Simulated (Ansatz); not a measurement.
The geometry is COD entry 2310957, unchecked; take it as a test cell.

A run on TaN: DFT, PBE, all-electron LAPW, scalar-relativistic (Ansatz 0.2.0). The input:

```yaml
crystal:
  lattice:
    - [0.0, 2.179, 2.179]
    - [2.179, 0.0, 2.179]
    - [2.179, 2.179, 0.0]
  atoms:
    - { symbol: Ta, position: [0.5, 0.5, 0.5] }
    - { symbol: "N", position: [0.0, 0.0, 0.0] }
kpoints:
  mp_grid: { grid: [9, 9, 9] }
scf:
  occupations: { method: fermi_dirac, width: 0.02 }
hamiltonian:
  xc: pbe
  pseudopotentials:
    kind: all_electron
    lapw: { basis_error: 0.0005, muffin_tin_radii: { Ta: 1.22, "N": 1.22 } }
output:
  forces: true
  stress: true
  eigenvalues: true
```

Q: Can this result be used?

A: No. The input was rejected before any iteration. The typed spheres overlap: twice 1.220 Å exceeds the shortest distance, 2.179 Å; smaller radii, or none typed, cure it. It says:
```
Error: `kind: all_electron` solves this crystal on LAPW (the input types lapw, or this build lists no dataset of some species for it), and no LAPW basis is found for it: the given muffin-tin radii of N and Ta, or the smallest supported ones, add up to 2.440 Å, and 2.179 Å are free between these atoms; give smaller radii, or leave one out; where each species has a listed dataset, leave lapw and dirac_shells out and run without spin–orbit coupling, or set another kind (and leave the keys of all_electron out)
```
